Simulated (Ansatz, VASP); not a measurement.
## One calculation of Au, two programs

File INCAR:

```
  ALGO = Normal
  EDIFF = 1E-6
  ENCUT = 520
  GGA = PE
  ISIF = 2
  ISMEAR = -1
  LASPH = T
  LCHARG = T
  LELF = T
  LREAL = F
  LVHAR = T
  LWAVE = F
  NBANDS = 18
  NELM = 100
  PREC = Accurate
  SIGMA = 0.08
```

File KPOINTS:

```
k-points
0
Gamma
  15 15 8
```

Contents of POSCAR:

```
Au
1.0
    2.8670389419      0.0000000000      0.0000000000
   -1.4335194709      2.4829285573      0.0000000000
    0.0000000000      0.0000000000      4.8029116144
Au
2
Direct
    0.3333333333      0.6666666667      0.2500000000
    0.6666666667      0.3333333333      0.7500000000
```

Input for Ansatz:

```yaml
crystal:
  lattice:
    - [2.8670389419, 0.0, 0.0]
    - [-1.4335194709, 2.4829285573, 0.0]
    - [0.0, 0.0, 4.8029116144]
  atoms:
    - { symbol: Au, position: [0.3333333333, 0.6666666667, 0.25] }
    - { symbol: Au, position: [0.6666666667, 0.3333333333, 0.75] }
kpoints:
  mp_grid: { grid: [15, 15, 8] }
scf:
  occupations: { method: fermi_dirac, width: 0.08 }
hamiltonian:
  xc: pbe
  pseudopotentials: { kind: all_electron, lapw: { basis_error: 0.001 } }
output:
  forces: true
  stress: true
  eigenvalues: true
  populations: true
```

Change from the starting cell: volume scaled by 0.95, LAPW.

Alike in both runs: task single point; functional PBE; k mesh 15 × 15 × 8; occupations fermi-dirac, width 0.08 eV; no spin polarisation.

|  | VASP | Ansatz |
| --- | --- | --- |
| version | VASP 6.6.1 | Ansatz 0.2.0 |
| potentials or method | VASP PAW PBE potentials, release 64 (Au) | all-electron LAPW, scalar-relativistic |
| plane-wave cutoff (eV) | 520 | see its input |

```csv
,VASP,Ansatz,Ansatz less VASP
pressure (GPa),8.0,8.2,+0.28
```

Ansatz ran all-electron here, so the differences hold the error of VASP's frozen core and of both bases.

The runs have no spin-orbit coupling, so splittings on Au are missing.
